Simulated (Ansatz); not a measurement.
# SiO2: the cost of one run

All numbers below are computed with Ansatz 0.2.0 (DFT PBE, scalar-relativistic, plane waves, PAW).

1 further run of the same task is left out (set aside as unsound or not needed).

## (1) The starting structure

The cell holds 24 atoms (O16Si8): a = 7.323 Å, b = 7.368 Å, c = 6.920 Å, α = 91.62°, β = 94.89°, γ = 89.68°.

It is the last frame of an earlier stage of the same melt, run at 1500 K.

The coordinates stand in the first input below.

## (2) Stage at 300 K

One k point, a Fermi-Dirac width of 0.050 eV and a fixed cell.

Contents of input.yaml:

```yaml
crystal:
  lattice:
    - [7.316587, 0.018381, -0.303548]
    - [0.018381, 7.367389, -0.100277]
    - [-0.303548, -0.100277, 6.912704]
  atoms:
    - { symbol: Si, position: [0.4428227083, 0.4642924458, 0.0275692501] }
    - { symbol: Si, position: [0.965538144, 0.1394371728, 0.5956314451] }
    - { symbol: Si, position: [0.3705952378, 0.1759579943, 0.6524200616] }
    - { symbol: Si, position: [0.4382670188, 0.7484030776, 0.6985166039] }
    - { symbol: Si, position: [0.8464278526, 0.8062184674, 0.7946905072] }
    - { symbol: Si, position: [0.0796634691, 0.7743415412, 0.4989808389] }
    - { symbol: Si, position: [0.6146292451, 0.3924759287, 0.4317404259] }
    - { symbol: Si, position: [0.1654344947, 0.6335676864, 0.0637741832] }
    - { symbol: O, position: [0.4142684068, 0.960912311, 0.65605388] }
    - { symbol: O, position: [0.0519387687, 0.9882392694, 0.4408383697] }
    - { symbol: O, position: [0.9738157225, 0.676909443, 0.9505257245] }
    - { symbol: O, position: [0.2244708917, 0.4174402069, 0.0797673702] }
    - { symbol: O, position: [0.5905458971, 0.4290276, 0.2109544284] }
    - { symbol: O, position: [0.4406239431, 0.2342721663, 0.4423592992] }
    - { symbol: O, position: [0.2319945931, 0.6807065815, 0.658607417] }
    - { symbol: O, position: [0.5437069786, 0.5688733314, 0.5290156227] }
    - { symbol: O, position: [0.8018577291, 0.2895217878, 0.4937426251] }
    - { symbol: O, position: [0.1496391845, 0.242904304, 0.6682296762] }
    - { symbol: O, position: [0.8626157646, 0.0263115171, 0.778767497] }
    - { symbol: O, position: [0.8964953905, 0.7141797179, 0.5980824204] }
    - { symbol: O, position: [0.0995692604, 0.6733365439, 0.2944520086] }
    - { symbol: O, position: [0.3737206023, 0.6699319069, 0.9787573594] }
    - { symbol: O, position: [0.49025517, 0.3159766658, 0.8300834696] }
    - { symbol: O, position: [0.6395606357, 0.7792195734, 0.8451987354] }
  symmetry: { detect: false }
basis:
  ecutwfc: 420
kpoints:
  mp_grid: { grid: [1, 1, 1], shift: [0.0, 0.0, 0.0] }
hamiltonian:
  xc: pbe
scf:
  occupations: { method: fermi_dirac, width: 0.05 }
  lower_state_search: "off"
  convergence: { dr2_threshold: 1.0e-06 }
output:
  forces: true
  stress: true
md:
  timestep: 2.0
  n_steps: 250
  ensemble: nvt_langevin
  friction: 0.03
  temperature: 300.0
  initial_velocities: maxwell_boltzmann
  seed: 11258
```

Launch:

```
ansatz run input.yaml --threads 2 --pin off --max-ram 5120MiB --backend cpu --events-out ev --progress --plain --runs-dir out
```

Q: Estimate wall time and peak memory on 2 threads of Intel Xeon 6975P-C (Granite Rapids), shared host.

About 3 min, with a peak of 0.47 GiB.
